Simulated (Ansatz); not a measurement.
Theory: Ansatz, DFT PBE, scalar-relativistic, plane waves, PAW. All cells share a 420 eV cutoff and Γ-centred k meshes spaced at most about 0.3 Å⁻¹ (about 0.25 or finer for metals, 2π included). No spin polarisation.

All energies are static (0 K, no zero-point motion).

Two forms of CdTe₄ were relaxed alike.

A.

```
CELL_PARAMETERS angstrom
-3.47866 3.47866 3.47866
3.47866 -3.47866 3.47866
3.47866 3.47866 -3.47866
ATOMIC_POSITIONS crystal
Cd 0.00000 0.00000 0.00000
Te 0.50000 0.50000 0.50000
Te 0.50000 0.00000 0.00000
Te 0.00000 0.00000 0.50000
Te 0.00000 0.50000 0.00000
```

B.

```
CELL_PARAMETERS angstrom
-3.87178 3.87178 2.96397
3.87178 -3.87178 2.96397
3.87178 3.87178 -2.96397
ATOMIC_POSITIONS crystal
Cd 0.50000 0.50000 0.00000
Te 0.00000 0.50000 0.00000
Te 0.50000 0.00000 0.00000
Te 0.50000 0.50000 0.50000
Te 0.00000 0.00000 0.50000
```

Question: Which is lower in energy, and by how much?

Answer: B is lower, by 64 meV/atom. A has space group Im-3m (No. 229), 33.7 Å³/atom and no gap on its mesh; B has space group I4/mmm (No. 139), 35.5 Å³/atom and no gap. B holds Te–Te chains (shortest 2.96 Å); in A the shortest Te–Te distance is 3.48 Å. The lower one is the more open, so pressure narrows the difference. Even the lower one lies +0.16 eV/atom against the reference forms of the elements (uncorrected), so neither is stable at this level. In A, Cd is surrounded by 8 Te at 3.01 Å; Te has 2 Cd at 3.01 Å and 6 Te at 3.48 Å. In B, Cd has 8 Te at 3.11 Å; Te is surrounded by 2 Te at 2.96 Å, 2 Cd at 3.11 Å and 4 Te at 3.87 Å. Both come from invented guesses. The lowest form computed isn't among them: it has space group P4/mmm (No. 123), 34.0 Å³/atom and lies 110 meV/atom below the best shown.

These runs have no spin–orbit coupling, which can matter for Te. Cells relaxed within their symmetry can be saddle points. Some candidate types were left out of the draw beforehand, so a known form may be missing.
